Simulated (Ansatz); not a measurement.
# BeTe (F-43m) in Ansatz: band structure with HSE06

Aim: the band structure of BeTe with HSE06.

All numbers are computed with Ansatz 0.2.0; they aren't measurements. Logs are shortened: lines on timing, memory, paths and dates and some standing lists are left out, and cuts for length are marked.

### Step 1. Starting point

Symmetry: F-43m, No. 216, cubic system. The conventional cell has a = 5.540 Å, b = 5.540 Å, c = 5.540 Å, α = 90.00°, β = 90.00°, γ = 90.00°. Te (site symmetry -43m) is surrounded by 4 Be at 2.40 Å. Around Be (site symmetry -43m) lie 4 Te at 2.40 Å.

### Step 2. Band structure, HSE06

input reads:

```
crystal:
  lattice:
    - [0.0, 2.77, 2.77]
    - [2.77, 0.0, 2.77]
    - [2.77, 2.77, 0.0]
  atoms:
    - { symbol: Te, position: [0.75, 0.75, 0.75] }
    - { symbol: Be, position: [0.0, 0.0, 0.0] }
hamiltonian:
  xc: hse06
  pseudopotentials: { kind: paw }
kpoints:
  mp_grid: { grid: [6, 6, 6] }
  band_path:
    path:
      - [[0.0, 0.0, 0.0], [0.5, 0.0, 0.5], [0.5, 0.25, 0.75], [0.375, 0.375, 0.75], [0.0, 0.0, 0.0], [0.5, 0.5, 0.5], [0.625, 0.25, 0.625], [0.5, 0.25, 0.75], [0.5, 0.5, 0.5], [0.375, 0.375, 0.75]]
      - [[0.625, 0.25, 0.625], [0.5, 0.0, 0.5]]
    npoints: 4
scf:
  occupations: { method: fermi_dirac, width: 0.05 }
  n_extra_bands: 6
output:
  forces: true
  stress: true
  eigenvalues: true
  fatbands: false
```

Potentials or basis: Ansatz PAW.

Output:

```text
Warning: output.stress: scf.convergence.dr2_threshold = 1e-7 eV (the SCF's general default) is looser than the 2e-10 eV advised for a printed stress (1e-10 eV for each atom of the cell: 2). What an SCF threshold leaves in a stress goes as its square root, and in the free energy as the threshold itself, and one threshold admits the most on a small cell: of the crystals measured, under no hybrid functional and no lock of the moments, on runs that ended without the residual-converged pass, on stresses that held no estimate of that error, the worst erred by over 100 MPa in a component at 1e-7 eV an atom and by under 5 at 1e-10. Set scf.convergence.dr2_threshold to 2e-10 eV or tighter. The threshold is an SCF's pass mark: one that does not reach it within its budget of iterations ends unconverged, or closes short of it on a stop that the run arms, and scf.convergence.dr2_threshold's page says what that costs each kind of run
Warning: output.stress: scf.exx.energy_threshold = 1e-6 eV is looser than the 2e-8 eV advised for a stress under a hybrid functional (1e-8 eV for each atom of the cell: 2). Every SCF of the exchange loop can meet its threshold on dr2 while the loop round them stops early: no threshold on dr2 bounds what that leaves in the stress. Set scf.exx.energy_threshold to 2e-8 eV or tighter. The threshold is the loop's pass mark: a loop that does not reach it within its budget of cycles ends unconverged, and scf.exx.energy_threshold's page has the law
scf.n_extra_bands = 6 over 9 filled bands (N_el = 18.0): the run solves 15 bands
GPUs: using 1 of 1 available (devices: 1).
Engine: ansatz 0.2.0, x86_64-unknown-linux-gnu
Pseudopotentials: kind: paw
Pseudopotential: Te, paw, valence charge 16, recommended cutoff 420 eV (normal), Te.paw.azcp
Pseudopotential: Be, paw, valence charge 2, recommended cutoff 420 eV (normal), Be.paw.azcp
Functional definition: HSE06
  parameter a = 0.25
  parameter omega = 0.11/bohr
  exchange = pbe_x - a*pbe_x_sr(omega) + a*exact_x_sr(omega)
  correlation = pbe_c
device memory: the entry about to start is reckoned to put 0.5 GiB on a device that reports 78.6 GiB free (of which the cap on the GPU budget leaves the run 18.0 GiB)
GPU FFT provider: cuFFT
GPU libraries: cuBLAS 13.8.2, cuFFT 12.4.0, cuSOLVER 12.3.4
Crystal: 2 atoms, lattice volume = 42.508 Å³
Basis set: ecut = 420 eV, 869 PW (Γ), exchange–correlation on 54×54×54 points (8 copies of the dense FFT grid, shifted against one another)
Bands: 15, of which v1, the nominal top of the filled ones, is band 9 counted from 1 (8 counted from 0)
Symmetry: 24 space group operations
Space group: F-43m (ITA 216), of the structure as read, at distance tolerance 3.5e-5 Å
k-points: 16 of 216 (time reversal used)
Non-local potential: Te, projectors of the file, l = 0: 2, l = 1: 2, l = 2: 2, l = 3: 2
Non-local potential: Be, projectors of the file, l = 0: 2, l = 1: 2, l = 2: 1
PAW form: soft (Blöchl's): semilocal exchange-correlation on the pseudo side does not see the compensation charge
PAW frozen core: Te, regenerated for the run's functional, and the local potential with it (the file was generated under x = pbe(κ = 0.804, μ = 0.2195149727645171), c = pbe(β = 0.06672455060314922))
PAW frozen core: Be, regenerated for the run's functional, and the local potential with it (the file was generated under x = pbe(κ = 0.804, μ = 0.2195149727645171), c = pbe(β = 0.06672455060314922))
PAW one-centre angular grid: Te, 590 points (default); XC on 64 Gauss nodes
PAW one-centre angular grid: Be, 110 points (default); XC on 64 Gauss nodes
Initial density: superposition of atomic densities (neutral atoms: chi_scale 0, normalization atom), corrected by the library's trained network
Initial wavefunctions: pseudopotential atomic-orbital guess
GPU buffer pool allocated for 19683 grid points (all kernels)
GPU transforms: local potential and band sums: pruned to the plane-wave sphere, on 25×27×27
Functional: x = pbe(κ = 0.804, μ = 0.2195149727645171), c = pbe(β = 0.06672455060314922), warm-up for x = pbe(κ = 0.804, μ = 0.2195149727645171) + 0.25 (exact − pbe) at short range (hse, ω = 0.20786987370883472 Å⁻¹), c = pbe(β = 0.06672455060314922); HSE06 as pw.x's `hse` composes it (authors' and Libxc's form: `xc: wpbeh`)
SCF iter   1: F=—  HF=-7073.400946 eV  |F-HF|=—  |Δ(HF+E_count)|=         —  Δρ=3.85e-4  dr2=1.77e-5  ethr=1.77e-3  ⟨swp⟩=2.0  Hψ=1753  notcnv=0
preconditioner: auto → none  [insulator: Δε(μ)=1.863 eV  Ē_g=12.213 eV  σ=0.050 eV  W_gap=1.00  n_scr=14 (ndim 8)  ℏωp=16.1 eV  f_vac=0.007  D(μ)=0.00/eV (n_scr^D=0)]
SCF iter   2: F=-7073.401086 eV  HF=-7073.401052 eV  |F-HF|=3.37e-5  |Δ(HF+E_count)|=   1.06e-4  Δρ=2.00e-4  dr2=4.59e-6  ethr=9.83e-8  ⟨swp⟩=4.2  Hψ=620  notcnv=0  defer=1
SCF 1 stopped early in 2 iterations: F = -7073.401086 eV  dr2 = 4.59e-6
device memory: the entry about to start is reckoned to put 1.1 GiB on a device that reports 78.0 GiB free (of which the cap on the GPU budget leaves the run 18.0 GiB)
GPU FFT provider: cuFFT
GPU libraries: cuBLAS 13.8.2, cuFFT 12.4.0, cuSOLVER 12.3.4
Initial density: handed on by an earlier stage of this run
Initial wavefunctions: those handed on with the density
GPU buffer pool allocated for 19683 grid points (all kernels)
GPU transforms: local potential and band sums: pruned to the plane-wave sphere, on 25×27×27
Functional: x = pbe(κ = 0.804, μ = 0.2195149727645171) + 0.25 (exact − pbe) at short range (hse, ω = 0.20786987370883472 Å⁻¹), c = pbe(β = 0.06672455060314922); HSE06 as pw.x's `hse` composes it (authors' and Libxc's form: `xc: wpbeh`)
Exchange kernel: α = 0.2500, screened, ω = 0.2079 Å⁻¹, Wigner–Seitz truncation, v(0) = 1046.5297 eV·Å³, q-mesh 6×6×6, nearest image of the exchange supercell L = 23.50 Å, pair-density grid 15×15×15, without the augmentation charges, whose exchange is taken in its separable form by FFT convolution over the k-point mesh (sized by the pseudopotential files, 24×24×24 at the most), smooth part of the exact exchange by density-matrix convolution in up to 2.83 GiB of GPU memory as planned if the GPU has room (build and FFT work areas not counted)
Frozen-core exchange: fock
SCF iter   1: F=—  HF=-7078.160068 eV  |F-HF|=—  |Δ(HF+E_count)|=         —  Δρ=3.19e-3  dr2=4.54e-3  ethr=2.55e-7  ⟨swp⟩=8.6  Hψ=1273  notcnv=0
preconditioner: auto → none  [insulator: Δε(μ)=2.509 eV  Ē_g=13.690 eV  σ=0.050 eV  W_gap=1.00  n_scr=14 (ndim 8)  ℏωp=16.1 eV  f_vac=0.007  D(μ)=0.00/eV (n_scr^D=0)]
SCF iter   2: F=—  HF=-7078.158454 eV  |F-HF|=—  |Δ(HF+E_count)|=   1.61e-3  Δρ=1.33e-3  dr2=4.73e-4  ethr=2.55e-7  ⟨swp⟩=4.0  Hψ=757  notcnv=0
SCF iter   3: F=—  HF=-7078.160234 eV  |F-HF|=—  |Δ(HF+E_count)|=   1.78e-3  Δρ=7.40e-4  dr2=1.17e-4  ethr=2.55e-7  ⟨swp⟩=4.1  Hψ=609  notcnv=0
SCF iter   4: F=—  HF=-7078.160208 eV  |F-HF|=—  |Δ(HF+E_count)|=   2.59e-5  Δρ=2.35e-4  dr2=1.33e-5  ethr=2.55e-7  ⟨swp⟩=2.9  Hψ=430  notcnv=0
iter 5 solved again at ethr=2.21e-10 eV; its pass at ethr=5.51e-8 eV (dr2=3.98e-8 eV) is discarded
SCF iter   5: F=-7078.160207 eV  HF=-7078.160207 eV  |F-HF|=4.45e-9  |Δ(HF+E_count)|=   6.45e-7  Δρ=1.49e-5  dr2=1.49e-6  ethr=2.21e-10  ⟨swp⟩=5.4  Hψ=1423  notcnv=0  defer=1
SCF 2 stopped early in 5 iterations: F = -7078.160207 eV  dr2 = 1.49e-6
hybrid outer 1: dexx = +2.205e-3 eV, tail = 4.71e-5 eV
GPU FFT provider: cuFFT
GPU libraries: cuBLAS 13.8.2, cuFFT 12.4.0, cuSOLVER 12.3.4
GPU buffer pool allocated for 19683 grid points (all kernels)
GPU transforms: local potential and band sums: pruned to the plane-wave sphere, on 25×27×27
Exchange kernel: α = 0.2500, screened, ω = 0.2079 Å⁻¹, Wigner–Seitz truncation, v(0) = 1046.5297 eV·Å³, q-mesh 6×6×6, nearest image of the exchange supercell L = 23.50 Å, pair-density grid 15×15×15, without the augmentation charges, whose exchange is taken in its separable form by FFT convolution over the k-point mesh (sized by the pseudopotential files, 24×24×24 at the most), smooth part of the exact exchange by density-matrix convolution in up to 2.83 GiB of GPU memory as planned if the GPU has room (build and FFT work areas not counted)
Frozen-core exchange: fock
SCF iter   1: F=—  HF=-7078.160347 eV  |F-HF|=—  |Δ(HF+E_count)|=         —  Δρ=4.48e-5  dr2=1.42e-6  ethr=1.31e-6  ⟨swp⟩=3.6  Hψ=511  notcnv=0
preconditioner: auto → none  [insulator: Δε(μ)=2.530 eV  Ē_g=13.684 eV  σ=0.050 eV  W_gap=1.00  n_scr=14 (ndim 8)  ℏωp=16.1 eV  f_vac=0.009  D(μ)=0.00/eV (n_scr^D=0)]
SCF iter   2: F=—  HF=-7078.160347 eV  |F-HF|=—  |Δ(HF+E_count)|=   1.85e-7  Δρ=1.60e-5  dr2=1.05e-7  ethr=6.46e-9  ⟨swp⟩=3.6  Hψ=540  notcnv=0
SCF iter   3: F=—  HF=-7078.160348 eV  |F-HF|=—  |Δ(HF+E_count)|=   3.45e-7  Δρ=6.37e-6  dr2=2.10e-8  ethr=3.22e-10  ⟨swp⟩=4.9  Hψ=556  notcnv=0  defer=2
SCF iter   4: F=-7078.160348 eV  HF=-7078.160348 eV  |F-HF|=7.55e-11  |Δ(HF+E_count)|=   7.55e-9  Δρ=8.13e-7  dr2=6.33e-10  ethr=1.05e-10  ⟨swp⟩=3.1  Hψ=480  notcnv=0
SCF 3 converged in 4 iterations: F = -7078.160348 eV  dr2 = 6.33e-10
  Residual-converged pass: ⟨swp⟩=3.0  Hψ=523  notcnv=0  max |occ|·‖R‖ = 2.3e-6 eV (tolerance 2.4e-6 eV)  dr2=6.28e-10  dr2_onsite=5.54e-11  max |Δocc| = 6.6e-20
hybrid outer 2: dexx = +4.367e-7 eV, tail = 9.47e-9 eV, Δε = 2.71e-3 eV (about 8.49e-5 eV left of the loop's levels)
device memory: the entry about to start is reckoned to put 0.4 GiB on a device that reports 78.5 GiB free (of which the cap on the GPU budget leaves the run 18.0 GiB)
NSCF: frozen V_eff on 42 k-points, pencils in batches of 32, up to order 68
hybrid SCF converged: 2 outer / 9 inner (+2 warm-up), last move |dexx| = 4.37e-7 eV, tail = 9.47e-9 eV
Stability not checked: this state was not tested for a lower state beside it, because the functional holds exact exchange (a hybrid, or Hartree-Fock), whose exchange loop this test does not read (fock_operator; see scf.lower_state_search)
Free energy (F): -7078.160348 eV
Frozen-core exchange: fock
Harris-Foulkes:  -7078.160348 eV  (|F-HF|=7.55e-11)
Internal energy: -7078.160348 eV  (E = F + TS)
E sigma→0 (E₀):  -7078.160348 eV
Fermi energy:    8.911371 eV
--- Per-component energies (eV) ---
  E_band       = -293.287489
  E_kinetic    = 200.930286
  E_local      = -1325.803492  (includes V_loc(G=0)·N_el)
  E_nonlocal   = -306.472244
  E_hartree    = 841.028586
  E_xc         = -116.542234
  E_vxc        = -101.035139  (∫ρ·V_xc dr)
  E_exx        = -48.087909  (= α·E_x^exact, valence–valence)
  E_paw        = -4707.108056  (= ΣΔE_a)
  E_vpaw       = -346.788885  (= ΣTr[D̂ρ^β])
  E_aug_tail   = -0.000216  (compensation charges beyond the density's cutoff)
  E_ewald      = -1615.915793
  E_core_change = -0.189276  (= ΣΔE_core)
  E_smearing   = -0.000000  (= −TS)
  E_closure    = 0.000001  (closes the sum)
  Σ components = -7078.160348   (vs F -7078.160348, Δ=0.00e0)
--- Forces (eV/Å), atoms counted from 1 ---
  atom   1  Te    -0.00000000     0.00000000     0.00000000
  atom   2  Be    -0.00000000    -0.00000000     0.00000000
  max |Σ_I F_I| component: 3.12e-16 eV/Å
--- Stress (GPa, compression-positive) ---
        3.272982       0.000000      -0.000000
       -0.000000       3.272982       0.000000
       -0.000000       0.000000       3.272982
  P = ⅓ Tr σ = 3.2730 GPa (32.730 kbar)
--- Band table (eV; the first three rows and the last of 16) ---
  k-point 0: bands = ["-31.0225", "-31.0225", "-31.0225", "-31.0030", "-31.0030", "-6.2101", "7.6465", "7.6465", "7.6465", "12.0710", "12.0710", "12.0710", "12.8244", "17.0544", "19.2651"]
  k-point 1: bands = ["-31.0217", "-31.0213", "-31.0213", "-31.0028", "-31.0028", "-5.8981", "5.4130", "7.2122", "7.2122", "12.0733", "12.6878", "12.6878", "14.7777", "17.6911", "17.8546"]
  k-point 2: bands = ["-31.0202", "-31.0194", "-31.0194", "-31.0021", "-31.0021", "-5.1026", "2.5139", "6.5822", "6.5822", "11.8035", "13.1651", "13.1651", "16.5493", "18.3474", "18.4895"]
  k-point 15: bands = ["-31.0216", "-31.0159", "-31.0132", "-31.0044", "-31.0002", "-3.8870", "2.0955", "3.7104", "4.0664", "12.1267", "12.7402", "16.2748", "16.6073", "20.2890", "21.1073"]
```

It took 45 s on 1 × NVIDIA H100 80GB HBM3 with 2 threads of AMD EPYC 7R13 (Zen 3), shared host; peak memory 2.2 GiB.

What came out:

| Item | Value |
| --- | --- |
| Free energy | -7078.1603 eV |
| Pressure | 3.3 GPa |
| Band gap on the k mesh | 2.53 eV, indirect (least direct gap 4.42 eV) |
| Band gap along the path | 2.53 eV, indirect (least direct gap 4.42 eV) |

Levels at the corners of the path, in eV from the valence-band top:
| point | band 5 | band 6 | band 7 | band 8 | band 9 | band 10 | band 11 | band 12 | band 13 | band 14 |
| --- | --- | --- | --- | --- | --- | --- | --- | --- | --- | --- |
| Γ | -38.65 | -13.86 | 0.00 | 0.00 | 0.00 | 4.42 | 4.42 | 4.42 | 5.18 | 9.41 |
| X | -38.65 | -11.57 | -5.95 | -3.08 | -3.08 | 2.53 | 3.30 | 11.44 | 11.44 | 13.22 |
| W | -38.65 | -11.52 | -5.31 | -4.30 | -3.72 | 6.11 | 6.43 | 6.74 | 7.42 | 12.63 |
| K | -38.65 | -11.59 | -5.52 | -4.51 | -2.60 | 3.35 | 6.22 | 9.29 | 9.69 | 10.51 |
| Γ | -38.65 | -13.86 | 0.00 | 0.00 | 0.00 | 4.42 | 4.42 | 4.42 | 5.18 | 9.41 |
| L | -38.65 | -12.19 | -6.45 | -1.31 | -1.31 | 4.05 | 5.45 | 5.45 | 8.79 | 12.39 |
| U | -38.65 | -11.59 | -5.52 | -4.51 | -2.60 | 3.35 | 6.22 | 9.29 | 9.69 | 10.51 |
| W | -38.65 | -11.52 | -5.31 | -4.30 | -3.72 | 6.11 | 6.43 | 6.74 | 7.42 | 12.63 |
| L | -38.65 | -12.19 | -6.45 | -1.31 | -1.31 | 4.05 | 5.45 | 5.45 | 8.79 | 12.39 |
| K | -38.65 | -11.59 | -5.52 | -4.51 | -2.60 | 3.35 | 6.22 | 9.29 | 9.69 | 10.51 |
| U | -38.65 | -11.59 | -5.52 | -4.51 | -2.60 | 3.35 | 6.22 | 9.29 | 9.69 | 10.51 |
| X | -38.65 | -11.57 | -5.95 | -3.08 | -3.08 | 2.53 | 3.30 | 11.44 | 11.44 | 13.22 |

Caveat: spin-orbit coupling is left out, which moves the levels of the heavy elements; the PAW data sets come from PBE, with cores solved anew for the run's functional, which leaves a small shift of forces and pressure; the thresholds are loose for stress.
